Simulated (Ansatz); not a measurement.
## Be (P6_3/mmc), one atom moved over a plane

Level of theory: DFT PBE, scalar-relativistic, plane waves, PAW (Ansatz). The runs took a 420 eV cutoff, a Γ-centred 24×24×14 mesh and Gaussian smearing (0.15 eV). No spin polarisation. Energies are free energies at this smearing, counted from the undisturbed cell; pressure is positive in compression.

Zero of the scan (as given, not relaxed at this level; it stands at -4.7 GPa):

```
Be
1.0
     2.29950    0.00000    0.00000
    -1.14975    1.99143    0.00000
     0.00000    0.00000    3.60090
Be
2
Direct
  0.33333 0.66667 0.25000
  0.66667 0.33333 0.75000
```

Atom 1 (Be) is moved by p along (0.000, 1.000, 0.000) and q along (0.000, 0.000, 1.000) (Å), all else fixed. Points are written (p, q).

Energy above the undisturbed cell in eV/cell (a dash: not computed):

| p \ q | -0.600 | -0.300 | 0.000 | 0.300 | 0.600 |
| --- | --- | --- | --- | --- | --- |
| -0.600 | 2.12 | 0.68 | 0.26 | 0.68 | 2.12 |
| -0.300 | 1.79 | 0.48 | 0.11 | 0.48 | 1.79 |
| 0.000 | 1.53 | 0.34 | 0.00 | 0.34 | 1.53 |
| 0.300 | 2.00 | 0.58 | 0.18 | 0.58 | 2.00 |
| 0.600 | 3.58 | 1.34 | 0.73 | 1.34 | 3.58 |

Pressure in GPa:

```
 p \ q  -0.600  -0.300  0.000  0.300  0.600
-0.600    30.1     6.5   -1.4    6.5   30.1
-0.300    27.4     4.1   -3.5    4.1   27.4
 0.000    25.2     2.6   -4.7    2.6   25.2
 0.300    29.1     5.0   -2.8    5.0   29.1
 0.600    40.8    12.4    3.0   12.4   40.8
```

Cost: 15 runs of about 3.1 core-minutes in all, on Arm Neoverse V1 (shared hosts).